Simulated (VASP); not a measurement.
**Ni: relaxation of cell and atoms with PBEsol**

The system is Ni.

```
Ni
1.0
     0.00000    1.76194    1.76194
     1.76194    0.00000    1.76194
     1.76194    1.76194    0.00000
Ni
1
Cartesian
  0.0000 0.0000 0.0000
```

```yaml
Program: VASP 6.6.1
Task: relaxation of cell and atoms
Functional: PBEsol
Potentials_or_basis: VASP PAW PBE potentials, release 64 (Ni)
Cutoff: 520 eV
k_mesh: 20 × 20 × 20
Occupations: gaussian, width 0.1 eV
Spin: collinear spin, ferromagnetic start
Starting_moments: "[0.8] μB"
Further_INCAR_settings: ALGO = Normal; EDIFF = 1e-07; IBRION = 2; EDIFFG = -0.002; NSW = 80; ISIF = 3
```

The relaxed volume is 10.38 Å³/atom and the relaxed cell is a = 2.448 Å, b = 2.448 Å, c = 2.448 Å, α = 60.00°, β = 60.00°, γ = 60.00°. The space group after relaxing (to 0.05 Å) is Fm-3m (No. 225). The energy gained by relaxing is 19.3 meV/atom, the ionic steps are 6 and the pressure after relaxing is 0.0 GPa. The band gap on the k mesh is none (metal or under the smearing width) and the net moment is 0.62 μB per cell. The site moments are Ni +0.63 μB and the valence electrons inside the program's atomic spheres are Ni 9.40.

Step by step:
```
step  energy change (eV)  largest force (eV/Å)  pressure (GPa)  volume (Å³)
   1              0.0000                0.0000          -10.50        10.94
   2              0.0025                0.0000           13.76         9.84
   3             -0.0193                0.0000           -0.09        10.38
   4             -0.0193                0.0000            0.16        10.37
   5             -0.0193                0.0000           -0.15        10.39
   6             -0.0193                0.0000            0.02        10.38
```

Final structure:
```
CELL_PARAMETERS angstrom
0.00000 1.73133 1.73133
1.73133 0.00000 1.73133
1.73133 1.73133 0.00000
ATOMIC_POSITIONS crystal
Ni 0.00000 0.00000 0.00000
```

Levels at points of the mesh, in eV from the Fermi level:
Spin up:
```
           k point  band 1  band 2  band 3  band 4  band 5  band 6  band 7  band 8  band 9
(0.00, 0.00, 0.00)   -9.39   -2.55   -2.55   -2.55   -1.30   -1.30   24.10   28.31   28.31
(0.50, 0.00, 0.00)   -5.12   -2.54   -2.54   -0.58   -0.58   -0.43    5.98   22.57   25.44
(0.50, 0.50, 0.00)   -4.96   -4.46   -0.54   -0.43   -0.43    2.42    9.62   15.21   15.21
```
Spin down:
```
           k point  band 2  band 3  band 4  band 5  band 6  band 7  band 8  band 9
(0.00, 0.00, 0.00)   -1.83   -1.83   -1.83   -0.69   -0.69   23.99   28.30   28.30
(0.50, 0.00, 0.00)   -1.93   -1.93   -0.46    0.16    0.16    6.41   22.46   25.53
(0.50, 0.50, 0.00)   -3.87    0.10    0.40    0.40    2.41    9.89   15.24   15.24
```

It took 86 s on 1 thread of Intel(R) Xeon(R) 6975P-C (Granite Rapids) (shared host), peak memory 0.18 GiB.

Caveat: the PAW data sets were made with another functional, which shifts forces and pressure a little.
